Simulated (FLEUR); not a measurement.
The system is NaI.

```xyz
2
Lattice="0.0000 3.2364 3.2364 3.2364 0.0000 3.2364 3.2364 3.2364 0.0000" Properties=species:S:1:pos:R:3 pbc="T T T"
I     3.2364    3.2364    3.2364
Na    0.0000    0.0000    0.0000
```

Base run:

```yaml
Program: FLEUR MaX-R8.1 (later development tree)
Functional: r2SCAN
Potentials_or_basis: all-electron
Basis: FLAPW
Kmax: 4.1 1/bohr
k_mesh: 7 × 7 × 7
Occupations: fermi-dirac, width 0.05 eV
Spin: no spin polarisation
```

Its results: band gap on the k mesh 4.40 eV, direct.

After a change of settings the same cell gave: band gap on the k mesh 3.51 eV, direct. Which change was it?
A. functional from r2SCAN to PBEsol
B. functional from r2SCAN to SCAN; lmax from I 10, Na 10 to I 11, Na 11
C. functional from r2SCAN to LDA

A.

r2SCAN gives the wider gap, since meta-GGAs in the generalised Kohn-Sham scheme recover part of the derivative discontinuity.

Caveats: spin-orbit coupling is left out, which moves the levels of the heavy elements; the meta-GGA is that of a development version, with a GGA for the radial functions and cores and without core tails (some runs).

Not every run made on this cell is shown here.
